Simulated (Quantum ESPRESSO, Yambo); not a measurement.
# CdSe (F-43m): G0W0 on several meshes in Yambo, part 2 of 2

Aim: the GW shift of CdSe (F-43m) against the k mesh.

Quantum ESPRESSO 7.5 and Yambo 5.3.0; PBE and many-body steps on it, plane waves. Known limits of the many-body steps: not at the basis limit; no spin-orbit coupling; coarse k mesh.

So far. Step 4 (4×4×4): The gap on the mesh goes from 0.64 eV to 1.31 eV, a correction of +0.66 eV. Step 5 (Empty states on the mesh, 2×2×2 mesh, 167 bands): On this mesh the gap is 0.643 eV.

## 6. Conversion and set-up

This step: Yambo 5.3.0; conversion and set-up on PBE, plane waves, norm-conserving pseudopotentials.

Command:

```
$ (cd o/x.save; p2y > p2y.log; mv SAVE ../..); yambo > setup.log
```

The program printed:

```text
 Yambo, version 5.3.0

 [02] CORE Variables Setup
 =========================

  [02.01] Unit cells
  ==================

  Cell kind             :  FCC
  Atoms in the cell     :  Cd  Se
  number of Cd atoms    :  1
  number of Se atoms    :  1

  List of atomic masses
  Mass of Cd    :  112.4100
  Mass of Se    :  78.97100

  List of atomic coordinates    : [cc]
  Cd1       :  0.000000  0.000000  0.000000  order 1
  Se1       :  8.574632  8.574632  8.574632  order 2

  Alat factors          :  5.716422  5.716422  5.716422 [a.u.]
  Direct lattice volume :  373.5964 [a.u.]
[...]
0.000000  0.000000  0.000000  0.000000  0.000000  0.000000  0.000000  0.000000

 [03] Transferred momenta grid and indexing
 ==========================================

 IBZ Q-points                                      :  3
 BZ  Q-points                                      :   8

 K/Q-points units:
 rlu = crystal or reduced units; cc = cartesian coordinates; iku = interal k-units

 Q [1]          [rlu]:  0.000000  0.000000  0.000000
 Q [2]          [rlu]:  0.17829E-16  0.17829E-16 -0.50000
 Q [3]          [rlu]: -0.15517E-16 -0.50000     -0.50000

  [03.01] X indexes
  =================

   [03.01.01] Sigma indexes
   ========================

 [06] Game Over & Game summary
```

Wall time 3.5 s (1 MPI rank of Intel Xeon 6975P-C (Granite Rapids), shared host); peak memory 0.26 GiB.

## 7. 2×2×2

This step: G0W0 on PBE, plane waves, norm-conserving pseudopotentials.

The input, gw11.in:

```
HF_and_locXC
gw0
dyson
ppa
em1d
rim_cut
RandQpts= 1000000
RandGvec= 1 RL
EXXRLvcs= 104 Ry
VXCRLvcs= 416 Ry
Chimod= "HARTREE"
% BndsRnXp
 1 | 167 |
%
NGsBlkXp= 15.5 Ry
% LongDrXp
 1 | 1 | 1 |
%
% GbndRnge
 1 | 167 |
%
DysSolver= "n"
ExtendOut
PPAPntXp= 27.21138 eV
% QPkrange
 1 | 1 | 21 | 24 |
%
```

Command:

```
$ OMP_NUM_THREADS=1 mpirun -n 4 yambo -F gw11.in -J gw11 -C gw11 > gw11.log
```

The program printed:

```text
 Yambo, version 5.3.0

 [02] CORE Variables Setup
 =========================

  [... cell, symmetries and grids as in the set-up ...]

  [02.05] Energies & Occupations
  ==============================

  [X] === General ===
  [X] Electronic Temperature                        :  0.000000  0.000000 [eV K]
  [X] Bosonic    Temperature                        :  0.000000  0.000000 [eV K]
  [X] Finite Temperature mode                       : no
  [X] El. density                                   :  0.79478E+24 [cm-3]
  [X] Fermi Level                                   :  8.337628 [eV]

  [X] === Gaps and Widths ===
  [X] Conduction Band Min                           :  0.642755 [eV]
  [X] Valence Band Max                              :  0.000000 [eV]
  [X] Filled Bands                                  :  22
  [X] Empty Bands                                   :   23  167
  [X] Direct Gap                                    :  0.642755 [eV]
  [X] Direct Gap localized at k                     :  1
  [X] Indirect Gap                                  :  0.642755 [eV]
  [X] Indirect Gap between kpts                     :  1  1
  [X] Last valence band width                       :  1.904216 [eV]
  [X] 1st conduction band width                     :  2.479589 [eV]

 [03] Transferred momenta grid and indexing
 ==========================================

 IBZ Q-points                                      :  3
 BZ  Q-points                                      :   8

 K/Q-points units:
 rlu = crystal or reduced units; cc = cartesian coordinates; iku = interal k-units

 Q [1]          [rlu]:  0.000000  0.000000  0.000000
 Q [2]          [rlu]:  0.17829E-16  0.17829E-16 -0.50000
 Q [3]          [rlu]: -0.15517E-16 -0.50000     -0.50000

 [04] Coloumb potential Random Integration (RIM)
[...]
================================================

 [VXC] Plane waves :   53497
 [EXS] Plane waves :   6855

 QP @ state[ 1 ] K range:  1  1
 QP @ state[ 1 ] b range:  21  24

 [xc] Functional : Perdew, Burke & Ernzerhof(X)+Perdew, Burke & Ernzerhof(C)
 [xc] LIBXC used to calculate xc functional
  PP Number of Atomic Species                      :  2
  NLCC RL compoments                               :   53497
  PP Number of Atomic Species                      :  2
  NLCC RL compoments                               :   53497

 [xc] E_xc :  -40.64136 [Ha]
      E_xc :  -81.28271 [Ry]

  Local XC kind (lXC) : Perdew, Burke & Ernzerhof(X)+Perdew, Burke & Ernzerhof(C)
  Non-Local XC kind (nlXC) : Hartree-Fock

  Corrections @ K [1] :  [eV]
 <21|nlXC|21> = -19.03525 -0.35606E-17 <21|lXC|21> = -16.18079 -0.18882E-15
 <22|nlXC|22> = -19.03525 -0.30138E-16 <22|lXC|22> = -16.18079  0.000000
 <23|nlXC|23> = -7.060123 -0.50237E-17 <23|lXC|23> = -11.59007  0.000000
 <24|nlXC|24> = -5.542570  0.43231E-17 <24|lXC|24> = -10.39944  0.000000

 [08] Dyson equation: Newton solver
 ==================================

  [08.01] G0W0 (W PPA)
  ====================

  [  GW  ] Bands range     :    1  167
  [GW/PPA] G damping       :  0.100000 [eV]

  QP @ state[ 1 ] K range:  1  1
  QP @ state[ 1 ] b range:  21  24

   Sc/G bands                                       :    1  167
   Sc/G damping                                     :  0.100000 ev
   Sc bands terminator                              : no
   Sx RL components                                 :   6855

   QP @ state[ 1 ] K range                          :  1  1
   QP @ state[ 1 ] b range                          :  21  24
   GF energies kind                                 : Perdew, Burke & Ernzerhof(X)+Perdew, Burke & Ernzerhof(C)
   GF WF`s kind                                     : Perdew, Burke & Ernzerhof(X)+Perdew, Burke & Ernzerhof(C)
   Xs energies kind                                 : Perdew, Burke & Ernzerhof(X)+Perdew, Burke & Ernzerhof(C)
   Xs WF`s kind                                     : Perdew, Burke & Ernzerhof(X)+Perdew, Burke & Ernzerhof(C)

 [11] Game Over & Game summary
```

Wall time 33 s (4 MPI ranks); peak memory 1.6 GiB.

This step gave:

| Property | Result |
| --- | --- |
| G0W0 gap on the points computed | 1.246 eV |
| starting gap on the mesh | 0.6428 eV |
| k of the valence top | 0, 0, 0 |
| k of the conduction bottom | 0, 0, 0 |
| least direct G0W0 gap on the computed points | 1.246 eV |
| Z at the valence top | 0.7980 |
| Z at the conduction bottom | 0.8172 |

Against G0W0 in Yambo (4×4×4 mesh, 167 bands, screening to 210.9 eV, Godby-Needs plasmon pole), the gap moves by −0.060 eV.

## 8. The runs together

Times are wall times on 4 MPI ranks of Intel Xeon 6975P-C (Granite Rapids), shared host, good to a factor of about two.

| run | mesh | bands | screening cutoff (eV) | DFT gap (eV) | gap on the mesh (eV) | direct (eV) | time |
| --- | --- | --- | --- | --- | --- | --- | --- |
| 4×4×4 | 4×4×4 | 167 | 210.9 | 0.643 | 1.306 | 1.306 | 7.9 min |
| 2×2×2 | 2×2×2 | 167 | 210.9 | 0.643 | 1.246 | 1.246 | 33 s |

## 9. What came out

```
4×4×4        : 1.306 eV
2×2×2        : 1.246 eV
known limits : not at the basis limit; no spin-orbit coupling; coarse k mesh
```

What this shows: 2×2×2: −0.060 eV against 4×4×4. Bands and cutoff are finite, so the gap is not at the basis limit. The miss can reach some tenths of an eV and take either sign; the mesh is an error of its own. In the G0W0 runs levels were corrected at 1 k point alone, so a gap called «on the mesh» is the least over those, and an edge elsewhere would be missed. The 4×4×4 mesh is coarse for this cell, which bears on the long-range parts of exchange and screening. Mesh or cutoff lie under what a gap needs, so these runs test behaviour and cost; their gaps are not to be quoted. The many-body steps are scalar-relativistic: spin-orbit coupling is not in them.

[Paths, hosts, dates, memory and timing lines, banners, echoed tables and standing remarks are left out of the program output.]

[Logs are printed without paths, hosts, clocks, repeated set-up lines and the standing remarks that a program may print on its own settings, such as how far it seeks lower states.]

[Runs of the session that timed out or met a known fault of the program may be left out.]

[Hosts, paths, dates, database ids (printed as entryN), source tags and the programs' standing remarks are cut or masked in the printed files.]
